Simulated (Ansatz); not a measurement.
Runs of Ansatz 0.2.0 on AlFe. Symmetry: Pm-3m, No. 221, cubic system. The conventional cell has a = 2.910 Å, b = 2.910 Å, c = 2.910 Å, α = 90.00°, β = 90.00°, γ = 90.00°. Fe (site symmetry m-3m) has 8 Al at 2.52 Å as nearest neighbours. Al (site symmetry m-3m) is surrounded by 8 Fe at 2.52 Å. 

| task | level | cell | k mesh | smearing | mesh quality | gap on the mesh (eV) | pressure (GPa) | moment (μB) | relaxed volume (Å³/atom) |
| --- | --- | --- | --- | --- | --- | --- | --- | --- | --- |
| single point | PBE | as given | 9 × 9 × 9 | gaussian 0.028 eV | not flagged | none | -6.2 | 0.66 | - |
| relaxation of cell and atoms | B3LYP | relaxed | 5 × 5 × 5 | fermi-dirac 0.05 eV | coarse | none | 0.0 | (a) | (b) |
| single point | PBE | as given | 9 × 9 × 9 | gaussian 0.027 eV | not flagged | none | -6.2 | 0.66 | - |
| relaxation of cell and atoms | BLYP+D3(BJ) | relaxed | 9 × 9 × 9 | fermi-dirac 0.05 eV | not flagged | none | 0.0 | 0.52 | 11.27 |
| relaxation of cell and atoms | BLYP+D4 | relaxed | 9 × 9 × 9 | fermi-dirac 0.05 eV | not flagged | - | 0.0 | 0.53 | 11.45 |

Alike in all rows: potentials or basis Ansatz PAW; spin collinear, ferromagnetic start; cutoff (eV) 420.

Fill in the values left out.

(a) 0.87; (b) 11.73.

Caveats: some runs use coarse meshes; the plane-wave basis is chosen anew once the cell has moved, so the energies of steps on either side of that aren't comparable (some runs); the PAW data sets come from PBE, with cores solved anew for the run's functional, which leaves a small shift of forces and pressure (some runs); the magnetic or orbital state may not be the lowest (some runs); pairwise dispersion overbinds metals, which lowers pressure and volume (some runs).

A gap of «none» marks a metal or a gap under the smearing width.
